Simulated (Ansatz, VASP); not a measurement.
**One calculation of CoO, two programs**

Contents of INCAR:

```
ALGO     = Normal         # electronic algorithm
EDIFF    = 1E-7           # SCF threshold, eV
ENCUT    = 520            # plane-wave cutoff, eV
GGA      = PE             # functional
ISIF     = 2              # what is computed and relaxed
ISMEAR   = -1             # smearing method
ISPIN    = 2              # spin polarisation
LASPH    = True           # aspherical terms in the spheres
LCHARG   = False          # write CHGCAR
LMAXMIX  = 4              # l up to which the mixer works
LORBIT   = 11             # projections on sites
LREAL    = False          # projectors in reciprocal space
LWAVE    = False          # write WAVECAR
MAGMOM   = 2 0            # initial moments
NBANDS   = 18             # bands
NELM     = 150            # most SCF steps
PREC     = Accurate       # precision mode
SIGMA    = 0.05           # smearing width, eV
```

Contents of KPOINTS:

```
k-points
0
Gamma
  10 10 10
```

File POSCAR:

```
CoO
1.0
    0.0000000000      2.3591630992      2.3591630992
    2.3591630992      0.0000000000      2.3591630992
    2.3591630992      2.3591630992      0.0000000000
Co O
1 1
Direct
    0.0000000000      0.0000000000      0.0000000000
    0.2500000000      0.2500000000      0.2500000000
```

Contents of input.yaml:

```yaml
crystal:
  lattice:
    - [0.0, 2.3591630992, 2.3591630992]
    - [2.3591630992, 0.0, 2.3591630992]
    - [2.3591630992, 2.3591630992, 0.0]
  atoms:
    - { symbol: Co, position: [0.0, 0.0, 0.0], spin: 2.0 }
    - { symbol: O, position: [0.25, 0.25, 0.25] }
hamiltonian:
  xc: pbe
  pseudopotentials: { kind: paw }
magnetization:
  spin_polarized: true
kpoints:
  mp_grid: { grid: [10, 10, 10] }
scf:
  occupations: { method: fermi_dirac, width: 0.05 }
output:
  forces: true
  stress: true
  eigenvalues: true
```

Measurements of this composition are mostly on another form, of space group No. 225.

Alike in both runs: task single point; functional PBE; k mesh 10 × 10 × 10; occupations fermi-dirac, width 0.05 eV; collinear spin.

```csv
,VASP,Ansatz
version,VASP 6.6.1,Ansatz 0.2.0
potentials or method,"VASP PAW PBE potentials, release 64 (Co, O)",Ansatz PAW
plane-wave cutoff (eV),520,420
valence electrons in the cell,15,23
```

VASP gave:

```
gap on the k mesh at the Fermi level (eV)                     : none
pressure (GPa)                                                : -13.8
net moment per atom (μB)                                      : 1.49
size of the moment on the site where the two differ most (μB) : 2.56
```

Which values does Ansatz return?

gap on the k mesh at the Fermi level (eV): none; pressure (GPa): -13.8; net moment per atom (μB): 1.50; size of the moment on the site where the two differ most (μB): 2.43.

Site moments also hang on the region over which each program counts them. A gap of «none» marks a metal or a gap that the smearing closes. The two sets of potentials don't hold the same shells in valence.

Caveats: a cell with one magnetic atom can't hold antiferromagnetic order, which such compounds often take; semilocal functionals often make such compounds metallic where correlation or magnetic order opens a gap, which also shifts bond lengths; the pressure holds a Pulay correction of +0.6 GPa for the finite cutoff (Ansatz).
